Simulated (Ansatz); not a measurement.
**FeO (Wuestite): single point with LDA+U**

The system is FeO (Wuestite).

```xyz
2
Lattice="0.0000 2.2582 2.2582 2.2582 0.0000 2.2582 2.2582 2.2582 0.0000" Properties=species:S:1:pos:R:3 pbc="T T T"
Fe    0.0000    0.0000    0.0000
O     2.2582    2.2582    2.2582
```

The cell isn't the ideal one: volume scaled by 1.15.

```yaml
Program: Ansatz 0.2.0
Task: single point
Functional: LDA
Potentials_or_basis: JTH PAW LDA
Cutoff: 1380 eV
Density_cutoff: 6900 eV
k_mesh: 11 × 11 × 11
Occupations: tetrahedron
Spin: collinear spin, ferromagnetic start
Starting_moments: "[3.0, 0.0] μB"
Hubbard_terms: Fe d U = 2 eV
```

```yaml
Pressure: -30.1 GPa
Band_gap_on_the_k_mesh: none (metal or under the smearing width)
Net_moment: 4.01 μB per cell
Absolute_moment: 4.01 μB per cell
Site_moments: Fe +3.52; O +0.27 μB
```

Levels at points of the mesh, in eV from the Fermi level:
Spin up:
```csv
k point,band 10,band 11,band 12,band 13,band 14,band 15,band 16,band 17
"(0.00, 0.00, 0.00)",-4.75,-3.36,-3.36,-3.36,-0.72,14.59,15.61,15.61
```
Spin down:
```tsv
k point	band 5	band 6	band 7	band 8	band 9	band 10	band 11	band 12	band 13	band 14
(0.00, 0.00, 0.00)	-18.94	-2.87	-2.87	-2.87	-0.57	-0.57	-0.57	0.05	0.50	0.50
```

Eigenvalues of the final occupation matrices:
```tsv
site	spin	trace	eigenvalues
site 1	1	4.97	0.99 0.99 1.00 1.00 1.00
site 1	2	1.42	0.15 0.15 0.37 0.37 0.37
```

Run time: 9.9 s on 1 thread of Intel(R) Xeon(R) Platinum 8488C (Sapphire Rapids), with other jobs on the host, peak memory 0.68 GiB.

Caveat: the magnetic or orbital state may not be the lowest; a cell with one magnetic atom can't hold antiferromagnetic order, which such compounds often take; with tetrahedron occupations forces and stress needn't match the slope of the energy. The state reached can hang on the start; a lower one may exist.
